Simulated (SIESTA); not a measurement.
Crystal: Br.

```
CELL_PARAMETERS angstrom
3.36325 -2.32255 0.00000
3.36325 2.32255 0.00000
0.00000 0.00000 8.70230
ATOMIC_POSITIONS crystal
Br 0.36510 0.63490 0.39010
Br 0.13490 0.86510 0.89010
Br 0.63490 0.36510 0.60990
Br 0.86510 0.13490 0.10990
```

Program: SIESTA 5.4.2. Alike in all runs: task band structure; no spin polarisation; cell as given; k mesh 7 × 7 × 3; smearing fermi-dirac 0.05 eV; grid cutoff 500 Ry; energy shift 0.003 Ry.

Task: Order these runs on this cell by their pressure, lowest first.
A. level LDA; potentials or basis PseudoDojo 0.4 standard (LDA files), DZP (energy shift 0.003 Ry)
B. level AM05; potentials or basis PseudoDojo 0.4 standard (PBEsol files), DZP (energy shift 0.003 Ry)
C. level BLYP; potentials or basis PseudoDojo 0.4 standard (PBE files), DZP (energy shift 0.003 Ry)

Result: A (-1.2 GPa), B (1.1 GPa), C (4.1 GPa).

Caveats: the basis of atomic orbitals isn't converged, which shifts pressures, moduli and gaps; the potentials were made for another functional, which shifts forces and pressure (some runs).

Not every run made on this cell is shown here.
